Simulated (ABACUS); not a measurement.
# Ir (Fm-3m) in ABACUS: notebook, part 2 of 2

ABACUS 3.10.1. The steps go on from the part before.

### 3 Equation of state, PBE, spin-orbit coupling, no magnetisation, 13.22 Å³/atom (volume scaled by 0.94)

run_abacus.py reads:

```python
"""ABACUS run from a structure file: ASE reads it, the script writes STRU, KPT and INPUT."""
import re
import subprocess
from ase.io import read
from ase.units import Bohr

atoms = read("Ir.xyz")
atoms = atoms[(-atoms.numbers).argsort(kind="stable")]  # ABACUS lists atoms element by element
pseudo = {'Ir': 'Ir.upf'}
orbital = {'Ir': 'Ir_confined-atom_7au_3s2p2d1f.orb'}
magmoms = None
kmesh = [8, 8, 8]
params = {
    'suffix': 'Ir',
    'calculation': 'scf',
    'basis_type': 'lcao',
    'pseudo_dir': './',
    'orbital_dir': './',
    'symmetry': 0,
    'dft_functional': 'pbe',
    'ecutwfc': 100,
    'pseudo_rcut': 10,
    'nspin': 4,
    'nbands': 26,
    'ks_solver': 'genelpa',
    'smearing_method': 'fd',
    'smearing_sigma': 0.00367493,
    'scf_thr': 1e-07,
    'scf_nmax': 100,
    'mixing_type': 'broyden',
    'mixing_beta': 0.4,
    'cal_force': 1,
    'cal_stress': 1,
    'noncolin': 0,
    'lspinorb': 1,
    'out_mul': 1,
}

symbols = atoms.get_chemical_symbols()
elements = list(dict.fromkeys(symbols))
lines = ["ATOMIC_SPECIES"] + [f"{e} {atoms.get_masses()[symbols.index(e)]:.4f} {pseudo[e]}" for e in elements]
if orbital:
    lines += ["", "NUMERICAL_ORBITAL"] + [orbital[e] for e in elements]
lines += ["", "LATTICE_CONSTANT", f"{1 / Bohr:.10f}", "", "LATTICE_VECTORS"]
lines += [" ".join(f"{x:.10f}" for x in v) for v in atoms.cell]
lines += ["", "ATOMIC_POSITIONS", "Direct"]
for e in elements:
    lines += ["", e, "0.0", str(symbols.count(e))]
    for i, p in enumerate(atoms.get_scaled_positions(wrap=False)):
        if symbols[i] == e:
            mag = "" if magmoms is None else " mag " + " ".join(str(x) for x in (magmoms[i] if isinstance(magmoms[i], list) else [magmoms[i]]))
            lines.append(" ".join(f"{x:.10f}" for x in p) + " 1 1 1" + mag)
open("STRU", "w").write("\n".join(lines) + "\n")
open("KPT", "w").write("K_POINTS\n0\nGamma\n%d %d %d 0 0 0\n" % tuple(kmesh))
open("INPUT", "w").write("INPUT_PARAMETERS\n" + "".join(f"{k:<20s}{v}\n" for k, v in params.items()))

done = subprocess.run(['mpirun', '-np', '4', 'abacus'])
if done.returncode:
    raise SystemExit(done.returncode)
log = open("OUT.Ir/running_scf.log").read()
print("final energy (eV):", re.findall(r"FINAL_ETOT_IS (\S+)", log))
```

Ir.xyz reads:

```xyz
1
Lattice="0.0000000000 1.8764951499 1.8764951499 1.8764951499 0.0000000000 1.8764951499 1.8764951499 1.8764951499 0.0000000000" Properties=species:S:1:pos:R:3 pbc="T T T"
Ir     0.0000000000      0.0000000000      0.0000000000
```

Potentials or basis: PseudoDojo NC FR 0.4 PBE stringent, DZP LCAO (the cutoffs set its grid).

Started as:

```bash
> OMP_NUM_THREADS=1 python run_abacus.py > log
```

running log:

```text
ABACUS v3.10.1

               Atomic-orbital Based Ab-initio Computation at UStc

 ------------------------------------------------------------------------------------

 READING GENERAL INFORMATION
                           global_out_dir = OUT.Ir/
                           global_in_card = INPUT
                               pseudo_dir = ./
                              orbital_dir = ./
                                    DSIZE = 4
                                    GSIZE = 1

 READING UNITCELL INFORMATION
                                    ntype = 1
                  lattice constant (Bohr) = 1.88973
              lattice constant (Angstrom) = 1

 READING ATOM TYPE 1
                               atom label = Ir
                      L=0, number of zeta = 3
                      L=1, number of zeta = 2
                      L=2, number of zeta = 2
                      L=3, number of zeta = 1
             number of atom for this type = 1
               magnetization of element 1 = [ 0, 0, 0 ]

                        TOTAL ATOM NUMBER = 1
DIRECT COORDINATES
    atom                   x                   y                   z     mag                  vx                  vy                  vz
taud_Ir1            0.0000000000        0.0000000000        0.0000000000  0.0000        0.0000000000        0.0000000000        0.0000000000

                          Volume (Bohr^3) = 89.1803
                             Volume (A^3) = 13.2151

 Lattice vectors: (Cartesian coordinate: in unit of a_0)
                   +0             +1.8765             +1.8765
              +1.8765                  +0             +1.8765
              +1.8765             +1.8765                  +0
 Reciprocal vectors: (Cartesian coordinate: in unit of 2 pi/a_0)
            -0.266454           +0.266454           +0.266454
            +0.266454           -0.266454           +0.266454
            +0.266454           +0.266454           -0.266454
 The esolver type has been set to : ksdft_lcao

                PAO radial cut off (Bohr) = 10

 Read in pseudopotential file is Ir.upf
                     pseudopotential type = NC
          exchange-correlation functional = PBE
                 nonlocal core correction = 1
                        valence electrons = 17
                                     lmax = 3
                           number of zeta = 6
                     number of projectors = 14
                           L of projector = 0
                           L of projector = 0
[... 6 lines left out ...]
                           L of projector = 2
                           L of projector = 2
                           L of projector = 3
                           L of projector = 3
                           L of projector = 3
                           L of projector = 3
     initial pseudo atomic orbital number = 20

 SETUP THE ELECTRONS NUMBER
            electron number of element Ir = 17
      total electron number of element Ir = 17
[... 103 lines left out ...]
        4             58            569
 --------------- sum -------------------
        4            235           2277

 SET NONLOCAL PSEUDOPOTENTIAL PROJECTORS
 max number of nonlocal projetors among all species is 14

 -------------------------------------------
 SELF-CONSISTENT
 -------------------------------------------

 SETUP SEARCHING RADIUS FOR PROGRAM TO SEARCH ADJACENT ATOMS
                  longest orb rcut (Bohr) = 7
   longest nonlocal projector rcut (Bohr) = 2.3
                     search radius (Bohr) = 18.6
              searching radius is (Bohr)) = 18.6
         searching radius unit is (Bohr)) = 1.89
                         PeriodicBoundary = 1
                        Radius(unit:lat0) = 9.84
                                   glayer = [ 6, 6, 6 ]
                             glayer_minus = [ 5, 5, 5 ]

Find the coordinate range of the input atom(unit:lat0).
                                  min_tau = [ -18.8, -18.8, -18.8 ]
                                  max_tau = [ 18.8, 18.8, 18.8 ]
                                BoxNumber = [ 11, 11, 11 ]

 SETUP EXTENDED REAL SPACE GRID FOR GRID INTEGRATION
                          real space grid = [ 32, 32, 32 ]
                 big cell numbers in grid = [ 8, 8, 8 ]
             meshcell numbers in big cell = [ 4, 4, 4 ]
                        extended fft grid = [ 14, 14, 14 ]
                dimension of extened grid = [ 37, 37, 37 ]
                            UnitCellTotal = 125
              Atom number in sub-FFT-grid = 1
    Local orbitals number in sub-FFT-grid = 52
                                ParaV.nnr = 168324
                                 init_chg = atomic

 LCAO ALGORITHM --------------- ION=   1  ELEC=   1--------------------------------
total magnetism (Bohr mag/cell)	-2.4607e-15	1.00223e-15	-3.97577e-15
       absolute magnetism (Bohr mag/cell) = 6.24959e-15

 Density error is 0.0294727316914
----------------------------------------------------------
     Energy           Rydberg                 eV
----------------------------------------------------------
 E_KohnSham     -230.5326972326      -3136.5582576728
 E_Harris       -231.4316994995      -3148.7898110169
 E_Fermi        2.1077469304         28.6773681950
----------------------------------------------------------
[... 83 lines left out ...]
 Density error is 5.34072103547e-08
----------------------------------------------------------
     Energy           Rydberg                 eV
----------------------------------------------------------
 E_KohnSham     -230.5332206108      -3136.5653785982
 E_KS(sigma->0) -230.5326283976      -3136.5573211244
 E_Harris       -230.5332192224      -3136.5653597072
 E_band         -3.6818651800        -50.0943457151
 E_one_elec     -27.1583643836       -369.5085039777
 E_Hartree      27.4147052111        372.9961998610
 E_xc           -43.9578628867       -598.0774071623
 E_Ewald        -186.8305141252      -2541.9595523716
 E_entropy(-TS) -0.0011844264        -0.0161149475
 E_descf        0.0000000000         0.0000000000
 E_exx          0.0000000000         0.0000000000
 E_Fermi        2.0799754324         28.2995175808
----------------------------------------------------------

 charge density convergence is achieved
 final etot is -3136.5653786 eV
 EFERMI = 28.299517581 eV

 STATE ENERGY(eV) AND OCCUPATIONS    NSPIN == 4
 1/512 kpoint (Cartesian) = 0.0000 0.0000 0.0000 (358 pws)
       1       -64.8223     0.00195312
       2       -64.8223     0.00195312
       3       -30.7000     0.00195312
       4       -30.7000     0.00195312
       5       -17.4165     0.00195312
       6       -17.4165     0.00195312
[... 158 lines left out ...]
      25        49.2098        0.00000
      26        49.2098        0.00000

[... levels at 506 further k points ...]

-------------------------------------------------------------------------------------------
       Total Magnetism (uB)                    x                    y                    z
-------------------------------------------------------------------------------------------
                        Ir1         0.0000000000         0.0000000000         0.0000000000
-------------------------------------------------------------------------------------------

-------------------------------------------------------------------------------------------
       Total Magnetism (uB)       Magnitude (uB)       Polar (degree)     Azimuth (degree)
-------------------------------------------------------------------------------------------
                        Ir1         0.0000000000                 -nan         0.0000000000
-------------------------------------------------------------------------------------------

 correction force for each atom along direction 1 is -1.80424e-14
 correction force for each atom along direction 2 is -7.80884e-14
 correction force for each atom along direction 3 is -4.89875e-14
------------------------------------------------------------------------------------------
 TOTAL-FORCE (eV/Angstrom)
------------------------------------------------------------------------------------------
                       Ir1         0.0000000000         0.0000000000         0.0000000000
------------------------------------------------------------------------------------------

----------------------------------------------------------------
 TOTAL-STRESS (KBAR)
----------------------------------------------------------------
       381.5369958158         0.0000000001         0.0000000001
         0.0000000001       381.5369958148        -0.0000000000
         0.0000000001        -0.0000000000       381.5369958153
----------------------------------------------------------------
 TOTAL-PRESSURE: 381.536996 KBAR

 --------------------------------------------
 !FINAL_ETOT_IS -3136.5653785981771762 eV
 --------------------------------------------
```

Run time: 16 s. Hardware: 4 MPI ranks of Intel Xeon 6975P-C (Granite Rapids), shared host; peak memory 0.64 GiB.

What came out:

```
Free energy            : -3136.5654 eV
Pressure               : 38.2 GPa
Band gap on the k mesh : none (metal or under the smearing width)
```

Caveat: the k mesh is coarse (spacing up to 0.36 Å⁻¹), so the values aren't converged; the atomic orbitals were generated for these runs and aren't a published set; the basis of atomic orbitals isn't converged, which shifts pressures, moduli and gaps.

### 4 Equation of state, PBE, spin-orbit coupling, no magnetisation, 13.78 Å³/atom (volume scaled by 0.98)

run_abacus.py is that of step 3.

Ir.xyz reads:

```xyz
1
Lattice="0.0000000000 1.9027432368 1.9027432368 1.9027432368 0.0000000000 1.9027432368 1.9027432368 1.9027432368 0.0000000000" Properties=species:S:1:pos:R:3 pbc="T T T"
Ir     0.0000000000      0.0000000000      0.0000000000
```

Started as:

```bash
> OMP_NUM_THREADS=1 python run_abacus.py > log
```

Wall time 17 s (4 MPI ranks of Intel Xeon 6975P-C (Granite Rapids), shared host); peak memory 0.64 GiB.

It converged, with:

- Free energy: -3136.6628 eV
- Pressure: 18.2 GPa
- Band gap on the k mesh: none (metal or under the smearing width)

Caveat: the atomic orbitals were generated for these runs and aren't a published set; the basis of atomic orbitals isn't converged, which shifts pressures, moduli and gaps.

### 5 Equation of state, PBE, spin-orbit coupling, no magnetisation, 14.34 Å³/atom (volume scaled by 1.02)

run_abacus.py is that of step 4.

Ir.xyz reads:

```xyz
1
Lattice="0.0000000000 1.9282864624 1.9282864624 1.9282864624 0.0000000000 1.9282864624 1.9282864624 1.9282864624 0.0000000000" Properties=species:S:1:pos:R:3 pbc="T T T"
Ir     0.0000000000      0.0000000000      0.0000000000
```

Started as:

```bash
> OMP_NUM_THREADS=1 python run_abacus.py > log
```

It took 17 s on 4 MPI ranks of Intel Xeon 6975P-C (Granite Rapids), shared host; peak memory 0.64 GiB.

It converged, with:

| Item | Value |
| --- | --- |
| Free energy | -3136.6983 eV |
| Pressure | 2.6 GPa |
| Band gap on the k mesh | none (metal or under the smearing width) |

Caveat: the atomic orbitals were generated for these runs and aren't a published set; the basis of atomic orbitals isn't converged, which shifts pressures, moduli and gaps.

### 6 Equation of state, PBE, spin-orbit coupling, no magnetisation, 14.90 Å³/atom (volume scaled by 1.06)

run_abacus.py is that of step 5.

Ir.xyz reads:

```xyz
1
Lattice="0.0000000000 1.9531703226 1.9531703226 1.9531703226 0.0000000000 1.9531703226 1.9531703226 1.9531703226 0.0000000000" Properties=species:S:1:pos:R:3 pbc="T T T"
Ir     0.0000000000      0.0000000000      0.0000000000
```

Potentials or basis: PseudoDojo NC FR 0.4 PBE stringent, DZP LCAO (the cutoffs set its grid).

Started as:

```bash
> OMP_NUM_THREADS=1 python run_abacus.py > log
```

Wall time 16 s (4 MPI ranks of Intel Xeon 6975P-C (Granite Rapids), shared host); peak memory 0.64 GiB.

It converged, with:

```yaml
Free_energy: -3136.6851 eV
Pressure: -9.5 GPa
Band_gap_on_the_k_mesh: none (metal or under the smearing width)
```

Caveat: the atomic orbitals were generated for these runs and aren't a published set; the basis of atomic orbitals isn't converged, which shifts pressures, moduli and gaps.

### 7 Equation of state, PBE, spin-orbit coupling, no magnetisation

This step only gathers the single runs of the series.

Results:

- Equilibrium volume: 14.45 Å³/atom
- Bulk modulus: 338 GPa
- Pressure derivative of the bulk modulus: 5.3 (rough: it moves with the points fitted)

Energy against volume, from the lowest point:
| volume (Å³/atom) | energy (meV/atom) |
| --- | --- |
| 13.215 | 132.88 |
| 13.778 | 35.45 |
| 14.340 | 0.00 |
| 14.902 | 13.14 |

Caveat: the atomic orbitals were generated for these runs and aren't a published set; the basis of atomic orbitals isn't converged, which shifts pressures, moduli and gaps.
